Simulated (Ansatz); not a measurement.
Energy, volume and coordination in LiCl2

Method: DFT PBE, scalar-relativistic, plane waves, PAW in Ansatz 0.2.0. All cells share a 420 eV cutoff and Γ-centred k meshes spaced at most about 0.3 Å⁻¹ (about 0.25 or finer for metals, 2π included). No spin polarisation.

All energies are static (0 K, no zero-point motion). Rows are sorted by volume; energies count from the lowest form computed. Coordination counts Cl atoms around Li (those within 1.25 times the shortest such distance or 1.15 times the sum of covalent radii; the shortest distance is added where it is long for a bond).

```tsv
row	form	source	atoms	coordination	V (Å³/atom)	gap on mesh (eV)	ΔE (meV/atom)
1	fluorite type, Fm-3m	invented	3	Li 8 from 2.7 Å	20.9	0	229
2	P6_422	invented	9	Li 4	22.3	0	?
3	P3_121	invented	9	Li 4	23.3	0	0
4	P6/mmm	invented	3	Li 12 from 3.3 Å	23.8	0	519
5	P4_2/mmc	invented	6	Li 4 from 2.8 Å	51.1	0	294
```

The cell of row 2:

Space group P6_422 (No. 181). a = 7.133 Å, b = 7.133 Å, c = 4.561 Å, α = 90.00°, β = 90.00°, γ = 120.00°
```
atom  site  symmetry       x       y       z
  Li    3c       222  0.5000  0.0000  0.0000
  Cl    6i       ..2  0.1883  0.3766  0.0000
```

Q: Estimate the missing energy, and say where the row ranks.

A: 166 meV/atom, which puts it above row 3 and below row 1. Counting Cl atoms around Li, row 2 and the lowest form (row 3) both have Li 4.

An observed structure of this formula, if there is one, may be missing.

Weakly bound directions are ill-defined at this level, which has no dispersion term (P4_2/mmc, P6/mmm), and this can change margins and order among such cells. In P3_121, P6_422, Fm-3m, P6/mmm an odd number of electrons in the primitive cell allows no gap without spin; a larger cell or a magnetic state could open one. A magnetic state wasn't ruled out in cells without spin, among them P3_121, P6_422, Fm-3m, P4_2/mmc, P6/mmm. Cells relaxed within their symmetry can be saddle points. Some candidate types were left out of the draw beforehand, so a known form may be missing.
